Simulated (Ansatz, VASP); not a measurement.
PbO2 in VASP and in Ansatz

File INCAR:

```
SYSTEM = PbO2
  ALGO = Normal
  EDIFF = 1E-7
  ENCUT = 520
  GGA = PE
  ISIF = 2
  ISMEAR = 0
  IVDW = 13
  LASPH = .TRUE.
  LCHARG = .FALSE.
  LREAL = .FALSE.
  LWAVE = .FALSE.
  NBANDS = 20
  NELM = 100
  PREC = Accurate
  SIGMA = 0.1
```

File KPOINTS:

```
k-points
0
G
  6 6 6
  0 0 0
```

The input POSCAR:

```
PbO2
1.0
    0.0000000000      2.7019920000      2.7019920000
    2.7019920000      0.0000000000      2.7019920000
    2.7019920000      2.7019920000      0.0000000000
Pb O
1 2
Direct
    0.0000000000      0.0000000000      0.0000000000
    0.2500000000      0.2500000000      0.2500000000
    0.7500000000      0.7500000000      0.7500000000
```

Input for Ansatz:

```yaml
crystal:
  lattice:
    - [0.0, 2.701992, 2.701992]
    - [2.701992, 0.0, 2.701992]
    - [2.701992, 2.701992, 0.0]
  atoms:
    - { symbol: Pb, position: [0.0, 0.0, 0.0] }
    - { symbol: O, position: [0.25, 0.25, 0.25] }
    - { symbol: O, position: [0.75, 0.75, 0.75] }
basis:
  ecutwfc: "23 Ha"
kpoints:
  mp_grid: { grid: [6, 6, 6] }
hamiltonian:
  xc: pbe
  dispersion: d4
scf:
  occupations: { method: gaussian, width: 0.1 }
  algorithm: direct_min
  max_iter: 78
output:
  forces: true
  stress: true
  eigenvalues: true
```

Alike in both runs: task single point; functional PBE; dispersion D4; k mesh 6 × 6 × 6; occupations gaussian, width 0.1 eV; no spin polarisation.

|  | VASP | Ansatz |
| --- | --- | --- |
| version | VASP 6.6.1 | Ansatz 0.2.0 |
| potentials or method | VASP PAW PBE potentials, release 64 (Pb_d, O) | scalar-relativistic, plane waves, PAW |
| plane-wave cutoff (eV) | 520 | 626 |
| valence electrons in the cell | 26 | 26 |

Ansatz gave:

| Quantity | Value |
| --- | --- |
| gap on the k mesh at the Fermi level (eV) | none |
| pressure (GPa) | -3.0 |

Q: Estimate VASP's values.

A: gap on the k mesh at the Fermi level (eV): none; pressure (GPa): -2.8.

A gap of «none» marks a metal or a gap that the smearing closes.

Caveats: pairwise dispersion overbinds metals, which lowers pressure and volume. The runs have no spin-orbit coupling, so splittings on Pb are missing.
